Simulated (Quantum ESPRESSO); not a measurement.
# WC under changes of volume

One of the cells (10.542 Å³/atom); the others are scaled copies at fixed shape and fractional positions:

```
W C
1.0
     0.00000    2.19268    2.19268
     2.19268    0.00000    2.19268
     2.19268    2.19268    0.00000
W C
1 1
Direct
  0.00000 0.00000 0.00000
  0.50000 0.50000 0.50000
```

Measurements of this composition are mostly on another form, of space group No. 187.

| Property | Result |
| --- | --- |
| Program | Quantum ESPRESSO 7.5 |
| Functional | r2SCAN |
| Potentials or basis | SG15 PBE 1.2 |
| Cutoff | 1197 eV |
| Density cutoff | 4789 eV |
| k mesh | 6 × 6 × 6 |
| Occupations | fermi-dirac, width 0.05 eV |
| Spin | no spin polarisation |

| volume (Å³/atom) | energy over the lowest point (meV/atom) | pressure (GPa) |
| --- | --- | --- |
| 9.910 | 7.11 | 9.8 |
| 10.120 | 0.00 | 1.1 |
| 10.331 | 3.79 | -6.7 |
| 10.542 | ? | ? |
| 10.753 | 39.67 | -20.1 |
| 10.964 | 69.85 | -25.7 |
| 11.175 | 107.06 | -30.7 |

Question: What does the run at 10.542 Å³/atom give?

Answer: Energy over the lowest point 17.34 meV/atom; pressure -13.8 GPa.

Worked out: A Birch-Murnaghan fit of order 3 (a polynomial in V^(-2/3)) to the other rows has its minimum at 10.15 Å³/atom with B0 = V·E''(V) = 393 GPa and B' = 4.3. It gives 17.34 meV/atom at 10.542 Å³/atom, against the run's 17.34, and -dE/dV = -13.7 GPa, against -13.8.

Energies are extrapolated to zero smearing.

Caveats: all runs use coarse meshes; the potentials were made for another functional, which shifts forces and pressure; the cell as given lies far from equilibrium (some runs).
